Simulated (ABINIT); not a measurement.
# Hf (P6_3/mmc) in ABINIT: a series of runs

One crystal, Hf, is run at these levels: PBE; tasks: single point.

Everything below comes from runs of ABINIT 10.8.3 (patched build). Logs are shortened: lines on timing, memory, paths and dates and some standing lists are left out, and cuts for length are marked. The log counts tension as positive stress, the text compression.

### 1 The structure

It takes space group P6_3/mmc (No. 194, hexagonal). Conventional cell: a = 3.197 Å, b = 3.197 Å, c = 5.058 Å, α = 90.00°, β = 90.00°, γ = 120.00°. Hf (site symmetry -6m2) is surrounded by 12 Hf at 3.13 to 3.20 Å.

### 2 Single point, PBE

File run.abi:

```
# Pseudopotentials
pp_dirpath "./"
pseudos "Hf_ONCV_PBE-1.2.upf"

# Structure
acell 3*1.0
rprim
     6.0408875026     0.0000000000     0.0000000000
    -3.0204437513     5.2315620387     0.0000000000
     0.0000000000     0.0000000000     9.5578567931
ntypat 1
znucl 72
natom 2
typat 1 1
xred
     0.6666666667     0.3333333333     0.7500000000
     0.3333333333     0.6666666667     0.2500000000

# Plane-wave basis
ecut 816.341587 eV

# k points
kptopt 1
ngkpt 10 10 5
nshiftk 1
shiftk 0.0 0.0 0.0

# Exchange and correlation
ixc 11

# Bands and occupations
nband 32
occopt 3
tsmear 0.05 eV

# SCF cycle
nstep 100
tolvrs 1.0e-10

# Output
iomode 3
prtwf 0
prtden 0
prteig 0
prtebands 0
enunit 2
```

Potentials or basis: SG15 NC PBE v1.2.

Started as:

```
abinit run.abi > log 2>&1
```

run.abo:

```text
.Version 10.8.3 of ABINIT
 Symmetries : space group P6_3/m m c (#194); Bravais hP (primitive hexag.)
================================================================================
 Values of the parameters that define the memory need of the present run
     intxc =       0    ionmov =       0      iscf =       7    lmnmax =       8
     lnmax =       8     mgfft =      48  mpssoang =       4    mqgrid =    3001
     natom =       2  nloc_mem =       1    nspden =       1   nspinor =       1
    nsppol =       1      nsym =      24    n1xccc =       0    ntypat =       1
    occopt =       3   xclevel =       2
       mpw =        2400          nfft =       43200          nkpt =          42
================================================================================
================================================================================

--------------------------------------------------------------------------------
------------- Echo of variables that govern the present computation ------------
--------------------------------------------------------------------------------
 -outvars: echo values of preprocessed input variables --------
            acell      1.0000000000E+00  1.0000000000E+00  1.0000000000E+00 Bohr
              amu      1.78490000E+02
             ecut      3.00000000E+01 Hartree
           enunit           2
              ixc          11
         kptrlatt       10    0    0      0   10    0      0    0    5
          kptrlen      4.77892840E+01
            natom           2
            nband          32
            ngfft          30      30      48
             nkpt          42
            nstep         100
             nsym          24
           ntypat           1
           occopt           3
           prtden           0
        prtebands           0
           prteig           0
            prtwf           0
            rprim      6.0408875026E+00  0.0000000000E+00  0.0000000000E+00
                      -3.0204437513E+00  5.2315620387E+00  0.0000000000E+00
                       0.0000000000E+00  0.0000000000E+00  9.5578567931E+00
          spgroup         194
           tolvrs      1.00000000E-10
           tsmear      1.83746611E-03 Hartree
            typat      1  1
           xangst      1.5983499989E+00  9.2280780214E-01  3.7933499974E+00
                      -2.7817247100E-16  1.8456156043E+00  1.2644499991E+00
            xcart      3.0204437513E+00  1.7438540129E+00  7.1683925948E+00
                      -5.2566978596E-16  3.4877080258E+00  2.3894641983E+00
             xred      6.6666666667E-01  3.3333333333E-01  7.5000000000E-01
                       3.3333333333E-01  6.6666666667E-01  2.5000000000E-01
            znucl       72.00000

================================================================================

 chkinp: Checking input parameters for consistency.

================================================================================
== DATASET  1 ==================================================================

--- !DatasetInfo
iteration_state: {dtset: 1, }
dimensions: {natom: 2, nkpt: 42, mband: 32, nsppol: 1, nspinor: 1, nspden: 1, mpw: 2400, }
cutoff_energies: {ecut:  30.0, pawecutdg:  -1.0, }
electrons: {nelect:   5.20000000E+01, charge:   0.00000000E+00, occopt:   3.00000000E+00, tsmear:   1.83746611E-03, }
meta: {optdriver: 0, ionmov: 0, optcell: 0, iscf: 7, paral_kgb: 0, }
...

 Exchange-correlation functional for the present dataset will be:
  GGA: Perdew-Burke-Ernzerhof functional - ixc=11
  J.P.Perdew, K.Burke, M.Ernzerhof, PRL 77, 3865 (1996)

 Real(R)+Recip(G) space primitive vectors, cartesian coordinates (Bohr,Bohr^-1):
 R(1)=  6.0408875  0.0000000  0.0000000  G(1)=  0.1655386  0.0955737  0.0000000
 R(2)= -3.0204438  5.2315620  0.0000000  G(2)=  0.0000000  0.1911475  0.0000000
 R(3)=  0.0000000  0.0000000  9.5578568  G(3)=  0.0000000  0.0000000  0.1046260
 Unit cell volume ucvol=  3.0205960E+02 bohr^3
 Angles (23,13,12)=  9.00000000E+01  9.00000000E+01  1.20000000E+02 degrees

 getcut: wavevector=  0.0000  0.0000  0.0000  ngfft=  30  30  48
         ecut(hartree)=     30.000   => boxcut(ratio)=   2.01566

--- Pseudopotential description ------------------------------------------------
- pspini: atom type   1  psp file is ./Hf_ONCV_PBE-1.2.upf
12 -101130 3 -1 602                           pspcod,pspxc,lmax,lloc,mmax
     nproj     2     2     2     2

   8.17523853E+03                                ecore*ucvol(ha*bohr**3)
--------------------------------------------------------------------------------

================================================================================

--- !BeginCycle
iteration_state: {dtset: 1, }
solver: {iscf: 7, nstep: 100, nline: 4, wfoptalg: 0, }
tolerances: {tolvrs: 1.00E-10, }
...

     iter   Etot(hartree)      deltaE(h)  residm     vres2
 ETOT  1  -444.56176621903    -4.446E+02 4.597E-01 5.823E+02
 ETOT  2  -447.17124470323    -2.609E+00 1.181E-01 7.450E+02
 ETOT  3  -447.41198862091    -2.407E-01 5.214E-02 9.224E+01
 ETOT  4  -447.42937015732    -1.738E-02 2.294E-02 3.537E+01
 ETOT  5  -447.43958986490    -1.022E-02 2.686E-03 9.840E-02
 ETOT  6  -447.43962189423    -3.203E-05 4.648E-03 6.704E-03
 ETOT  7  -447.43962363941    -1.745E-06 1.892E-03 5.533E-04
 ETOT  8  -447.43962380292    -1.635E-07 3.585E-03 8.612E-07
 ETOT  9  -447.43962380342    -5.024E-10 1.235E-03 7.549E-08
 ETOT 10  -447.43962380343    -1.359E-11 3.229E-03 6.803E-10
 ETOT 11  -447.43962380344    -3.354E-12 7.520E-04 1.125E-11

 At SCF step   11       vres2   =  1.13E-11 < tolvrs=  1.00E-10 =>converged.

 Cartesian components of stress tensor (hartree/bohr^3)
  sigma(1 1)= -2.66927225E-05  sigma(3 2)=  0.00000000E+00
  sigma(2 2)= -2.66927240E-05  sigma(3 1)=  0.00000000E+00
  sigma(3 3)= -1.45297853E-05  sigma(2 1)=  0.00000000E+00

--- !ResultsGS
iteration_state: {dtset: 1, }
comment   : Summary of ground state results
lattice_vectors:
- [  6.0408875,   0.0000000,   0.0000000, ]
- [ -3.0204438,   5.2315620,   0.0000000, ]
- [  0.0000000,   0.0000000,   9.5578568, ]
lattice_lengths: [   6.04089,    6.04089,    9.55786, ]
lattice_angles: [ 90.000,  90.000, 120.000, ] # degrees, (23, 13, 12)
lattice_volume:   3.0205960E+02
convergence: {deltae: -3.354E-12, res2:  1.125E-11, residm:  7.520E-04, diffor: null, }
etotal    :  -4.47439624E+02
entropy   :   0.00000000E+00
fermie    :   3.63242545E-01
cartesian_stress_tensor: # hartree/bohr^3
- [ -2.66927225E-05,   0.00000000E+00,   0.00000000E+00, ]
- [  0.00000000E+00,  -2.66927240E-05,   0.00000000E+00, ]
- [  0.00000000E+00,   0.00000000E+00,  -1.45297853E-05, ]
pressure_GPa:   6.6605E-01
xred      :
- [  6.6667E-01,   3.3333E-01,   7.5000E-01, Hf]
- [  3.3333E-01,   6.6667E-01,   2.5000E-01, Hf]
cartesian_forces: # hartree/bohr
- [ -0.00000000E+00,  -3.08815440E-28,  -0.00000000E+00, ]
- [ -0.00000000E+00,   3.08815440E-28,  -0.00000000E+00, ]
force_length_stats: {min:   3.08815440E-28, max:   3.08815440E-28, mean:   3.08815440E-28, }
...

 Integrated electronic density in atomic spheres:
 ------------------------------------------------
 Atom  Sphere_radius  Integrated_density
    1        2.00000         22.14626354
    2        2.00000         22.14626354
================================================================================

 ----iterations are completed or convergence reached----

 Mean square residual over all n,k,spin=   19.157E-07; max=  75.204E-05
 reduced coordinates (array xred) for    2 atoms
       0.666666666667      0.333333333333      0.750000000000
       0.333333333333      0.666666666667      0.250000000000
 rms dE/dt=  9.3276E-28; max dE/dt=  1.6156E-27; dE/dt below (all hartree)
    1       0.000000000000      0.000000000000      0.000000000000
    2       0.000000000000     -0.000000000000      0.000000000000

 cartesian coordinates (angstrom) at end:
    1      1.59834999891799     0.92280780214238     3.79334999741376
    2     -0.00000000000000     1.84561560428476     1.26444999913792

 cartesian forces (hartree/bohr) at end:
    1     -0.00000000000000    -0.00000000000000    -0.00000000000000
    2     -0.00000000000000     0.00000000000000    -0.00000000000000
 frms,max,avg= 1.7829468E-28 3.0881544E-28   0.000E+00  0.000E+00  0.000E+00 h/b

 cartesian forces (eV/Angstrom) at end:
    1     -0.00000000000000    -0.00000000000000    -0.00000000000000
    2     -0.00000000000000     0.00000000000000    -0.00000000000000
 frms,max,avg= 9.1682809E-27 1.5879928E-26   0.000E+00  0.000E+00  0.000E+00 e/A
 length scales=  1.000000000000  1.000000000000  1.000000000000 bohr
              =  0.529177210544  0.529177210544  0.529177210544 angstroms
 Fermi (or HOMO) energy (hartree) =   0.36324   Average Vxc (hartree)=  -0.45895
 Eigenvalues (hartree) for nkpt=  42  k points:
 kpt#   1, nband= 32, wtk=  0.00200, kpt=  0.0000  0.0000  0.0000 (reduced coord)
  -1.91538   -1.91277   -0.77992   -0.75266   -0.75266   -0.74824   -0.74797   -0.74797
  -0.07151   -0.07069   -0.07069   -0.07058   -0.07058   -0.07024   -0.07024   -0.06968
  -0.06948   -0.06942   -0.06918   -0.06918   -0.06687   -0.06674    0.09264    0.22746
   0.38663    0.40671    0.40671    0.41733    0.43696    0.43696    0.46001    0.46001
      occupation numbers for kpt#   1
   2.00000    2.00000    2.00000    2.00000    2.00000    2.00000    2.00000    2.00000
   2.00000    2.00000    2.00000    2.00000    2.00000    2.00000    2.00000    2.00000
   2.00000    2.00000    2.00000    2.00000    2.00000    2.00000    2.00000    2.00000
   0.00001    0.00000    0.00000    0.00000    0.00000    0.00000    0.00000    0.00000
 prteigrs : prtvol=0 or 1, do not print more k-points.

 Fermi (or HOMO) energy (eV) =   9.88433   Average Vxc (eV)= -12.48870
 Eigenvalues (   eV  ) for nkpt=  42  k points:
 kpt#   1, nband= 32, wtk=  0.00200, kpt=  0.0000  0.0000  0.0000 (reduced coord)
 -52.12024  -52.04918  -21.22283  -20.48086  -20.48086  -20.36052  -20.35332  -20.35332
  -1.94581   -1.92363   -1.92363   -1.92054   -1.92054   -1.91143   -1.91143   -1.89598
  -1.89064   -1.88892   -1.88246   -1.88246   -1.81970   -1.81609    2.52090    6.18955
  10.52066   11.06716   11.06716   11.35622   11.89037   11.89037   12.51757   12.51757
 prteigrs : prtvol=0 or 1, do not print more k-points.

--- !EnergyTerms
iteration_state     : {dtset: 1, }
comment             : Components of total free energy in Hartree
kinetic             :  1.89759097942619E+02
hartree             :  1.03120406620877E+02
xc                  : -3.84439009763560E+01
Ewald energy        : -3.66564207289758E+02
psp_core            :  2.70649846977541E+01
local_psp           : -2.76364089917002E+02
non_local_psp       : -8.60115068458151E+01
internal            : -4.47439215767681E+02
'-kT*entropy'       : -4.08035756871307E-04
total_energy        : -4.47439623803438E+02
total_energy_eV     : -1.21754524250718E+04
band_energy         : -1.64704117806669E+01
...

 Cartesian components of stress tensor (hartree/bohr^3)
  sigma(1 1)= -2.66927225E-05  sigma(3 2)=  0.00000000E+00
  sigma(2 2)= -2.66927240E-05  sigma(3 1)=  0.00000000E+00
  sigma(3 3)= -1.45297853E-05  sigma(2 1)=  0.00000000E+00

-Cartesian components of stress tensor (GPa)         [Pressure=  6.6605E-01 GPa]
- sigma(1 1)= -7.85327010E-01  sigma(3 2)=  0.00000000E+00
- sigma(2 2)= -7.85327054E-01  sigma(3 1)=  0.00000000E+00
- sigma(3 3)= -4.27481043E-01  sigma(2 1)=  0.00000000E+00

== END DATASET(S) ==============================================================
================================================================================

 -outvars: echo values of variables after computation  --------
            acell      1.0000000000E+00  1.0000000000E+00  1.0000000000E+00 Bohr
           etotal     -4.4743962380E+02
            fcart     -0.0000000000E+00 -3.0881544020E-28 -0.0000000000E+00
                      -0.0000000000E+00  3.0881544020E-28 -0.0000000000E+00
            rprim      6.0408875026E+00  0.0000000000E+00  0.0000000000E+00
                      -3.0204437513E+00  5.2315620387E+00  0.0000000000E+00
                       0.0000000000E+00  0.0000000000E+00  9.5578567931E+00
           strten     -2.6692722511E-05 -2.6692724034E-05 -1.4529785317E-05
                       0.0000000000E+00  0.0000000000E+00  0.0000000000E+00
           xangst      1.5983499989E+00  9.2280780214E-01  3.7933499974E+00
                      -2.7817247100E-16  1.8456156043E+00  1.2644499991E+00
             xred      6.6666666667E-01  3.3333333333E-01  7.5000000000E-01
                       3.3333333333E-01  6.6666666667E-01  2.5000000000E-01
 Calculation completed.
```

Wall time 99 s (1 thread of Arm Neoverse V2, shared host); peak memory 0.1 GiB.

What came out:

```yaml
Free_energy: -12175.4524 eV
Pressure: 0.7 GPa
Band_gap_on_the_k_mesh: none (metal or under the smearing width)
Valence_electrons_inside_the_program's_atomic_spheres: Hf 22.15 (radii [1.0584] Å)
```

(Continued in part 2 of 2.)
